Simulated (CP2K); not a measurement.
The system is BN.

```
N B
1.0
     4.11208    0.00000    0.00000
     1.14102    2.22635    0.00000
     2.97106   -0.81903    2.07022
N B
1 1
Cartesian
  4.4924 1.2112 0.6901
  2.9712 -0.8189 2.0701
```

Measurements of this composition are mostly on another form, of space group No. 194.

Base run:

| Property | Result |
| --- | --- |
| Program | CP2K 2026.2 |
| Functional | PBEsol |
| Potentials or basis | POTENTIAL_UZH N GTH-PBE-q5, B GTH-PBE-q3; TZVP-MOLOPT-PBE-GTH basis |
| Density cutoff | 6123 eV |
| k mesh | 13 × 13 × 13 |
| Occupations | fermi-dirac, width 0.05 eV |
| Spin | no spin polarisation |

Its results: band gap on the k mesh 3.78 eV, indirect (least direct gap 4.55 eV); pressure 2.5 GPa; largest force 0.021 eV/Å.

Task: The run is repeated on the same cell with these changes: functional from PBEsol to PBE; occupations from fermi-dirac, width 0.05 eV to fermi-dirac, width 0.01 eV. What comes out?

Result: Band gap on the k mesh 3.91 eV, indirect (least direct gap 4.64 eV); pressure 3.4 GPa; largest force 0.012 eV/Å.

Caveats: the mesh misses the band edges, which the band path finds closer together; the basis of atomic orbitals isn't converged, which shifts pressures, moduli and gaps; the potentials were made for another functional, which shifts forces and pressure (some runs).
